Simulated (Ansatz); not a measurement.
Method: Ansatz, DFT PBE, scalar-relativistic, plane waves, PAW. All cells share a 420 eV cutoff and Γ-centred k meshes spaced at most about 0.3 Å⁻¹ (about 0.25 or finer for metals, 2π included). No spin polarisation.

The zero of energy is the elements' standard structures at the same level (H₂ as a molecule); no fitted shifts are applied.

These are static total energies at zero pressure. Larger cells and other orderings weren't all tried, so the list isn't exhaustive. With hydrogen, zero-point motion can shift formation energies by some tens of meV/atom.

A search for Nb2H3 gave 4 distinct relaxed structures. Coordination counts H atoms around Nb (those within 1.25 times the shortest such distance or 1.15 times the sum of covalent radii; a plus sign parts nearer from farther groups). Cells relaxed within their symmetry can be saddle points.

Problem. Which structure of Nb2H3 came out lowest?

Solution. The one with the La2O3 (A sesquioxide) type, space group P-3m1 (No. 164), reached from: A-type sesquioxide type (P-3m1). It has a = 3.091 Å, c = 5.322 Å, 8.8 Å³/atom, no gap on the mesh. Around Nb lie 4 H at 1.96–2.00 Å and 3 H at 2.18 Å; H on a site of symmetry -3m is surrounded by 6 Nb at 2.18 Å; H on a site of symmetry 3m has 4 Nb at 1.96–2.00 Å and 3 H at 2.14 Å. Its energy over the elements is −0.18 eV/atom. It lies below the elements, which doesn't yet make it stable against other compounds or structures. An observed structure of this formula, if there is one, may be missing.

Space group P-3m1 (No. 164). a = 3.091 Å, b = 3.091 Å, c = 5.322 Å, α = 90.00°, β = 90.00°, γ = 120.00°
```csv
atom,site,symmetry,x,y,z
Nb,2d,3m.,0.3333,0.6667,0.2354
H,1a,-3m.,0.0000,0.0000,0.0000
H,2d,3m.,0.3333,0.6667,0.6110
```

Problem. How much higher is the P4/mmm structure with 10.9 Å³/atom and coordination Nb 2+2 (reached from: random cell)?

Solution. 0.54 eV/atom. It has no gap on its mesh.

Problem. How much higher is the R-3c structure with 8.9 Å³/atom and coordination Nb 6 (reached from: corundum type (R-3c))?

Solution. 18 meV/atom. It has the corundum type. It has no gap on its mesh.

Some structure types and database cells were kept out of the candidates from the start, so a known form may be missing.
